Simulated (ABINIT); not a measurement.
Wanted: the native input for an ABINIT 10.8.3 (patched build) run.

```
Task                : single point
Functional          : PBE
Potentials or basis : JTH PAW PBE v2.0
Cutoff              : 435 eV
k mesh              : 7 × 7 × 7
Occupations         : fermi-dirac, width 0.05 eV
Spin                : no spin polarisation
Fine-grid cutoff    : 870.764 eV
```

The structure of TiPt3 lies in POSCAR:

```
TiPt3
1.0
    3.8970000000      0.0000000000      0.0000000000
    0.0000000000      3.8970000000      0.0000000000
    0.0000000000      0.0000000000      3.8970000000
Pt Ti
3 1
Direct
    0.5000000000      0.5000000000      0.0000000000  Pt
    0.5000000000      0.0000000000      0.5000000000  Pt
    0.0000000000      0.5000000000      0.5000000000  Pt
    0.0000000000      0.0000000000      0.0000000000  Ti
```

One way to write it, as run:

run.abi

```
# Pseudopotentials
pp_dirpath "./"
pseudos "Pt.GGA_PBE-JTH.xml, Ti.GGA_PBE-JTH.xml"

# Structure
structure "poscar:POSCAR"
natom 4

# Plane-wave basis
ecut 435.382180 eV
pawecutdg 32.0
pawxcdev 0

# k points
kptopt 1
ngkpt 7 7 7
nshiftk 1
shiftk 0.0 0.0 0.0

# Exchange and correlation
ixc 11

# Bands and occupations
nband 26
occopt 3
tsmear 0.00183747

# SCF cycle
nstep 100
tolvrs 1.0e-9

# Output
iomode 3
prtwf 0
prtden 0
prteig 0
prtebands 0
```

Potentials or basis: JTH PAW PBE v2.0.

Run with:

```console
$ abinit run.abi > log 2>&1
```

Results of the run:

- Pressure: 10.6 GPa
- Band gap on the k mesh: none (metal or under the smearing width)
- Valence electrons inside the program's atomic spheres: Pt 8.76; Ti 10.14

It took 58 s on 1 thread of Arm Neoverse V1, on a shared host, peak memory 0.12 GiB.
